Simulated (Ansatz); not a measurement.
The calculation used DFT PBE, scalar-relativistic, plane waves, PAW (Ansatz 0.2.0). All cells share a 420 eV cutoff and Γ-centred k meshes spaced at most about 0.3 Å⁻¹ (about 0.25 or finer for metals, 2π included). No spin polarisation.

These are static total energies at zero pressure.

Task: Which of these relaxed structures of MgTe4 is the lowest in energy?
A.

```xyz
5
Lattice="5.4632 0.0000 0.0000 0.0000 5.4632 0.0000 0.0000 0.0000 5.4632" Properties=species:S:1:pos:R:3 pbc="T T T"
Mg    0.0000    0.0000    0.0000
Te    1.6047    3.8585    3.8585
Te    3.8585    1.6047    3.8585
Te    3.8585    3.8585    1.6047
Te    1.6047    1.6047    1.6047
```

B.

```xyz
5
Lattice="5.7615 0.0000 0.0000 0.0000 5.7615 0.0000 0.0000 0.0000 5.7615" Properties=species:S:1:pos:R:3 pbc="T T T"
Mg    0.0000    0.0000    0.0000
Te    2.8808    2.8808    2.8808
Te    0.0000    2.8808    2.8808
Te    2.8808    0.0000    2.8808
Te    2.8808    2.8808    0.0000
```

Result: A. The other, B, lies 127 meV/atom higher. Forms: A P-43m; B Pm-3m. Counting Te atoms around Mg (those within 1.25 times the shortest such distance or 1.15 times the sum of covalent radii, 1.27 where that leaves under three; a plus sign parts nearer from farther groups; the shortest distance is added where it exceeds 1.18 times the sum of covalent radii): A has Mg 4; B has Mg 12+8 from 4.1 Å. B holds Te–Te bonds in all directions (shortest 2.88 Å); in A the shortest Te–Te distance is 3.19 Å, near bonding range too. Both come from invented guesses. The lowest form computed isn't among them: it has space group I4/m (No. 87), 37.6 Å³/atom and lies 0.38 eV/atom below the best shown. Even the lowest of the cells shown lies +0.28 eV/atom against the elements.

Spin–orbit coupling, which can matter for Te, is left out. Cells relaxed within their symmetry can be saddle points. Some structure types and database cells were kept out of the candidates from the start, so a known form may be missing.
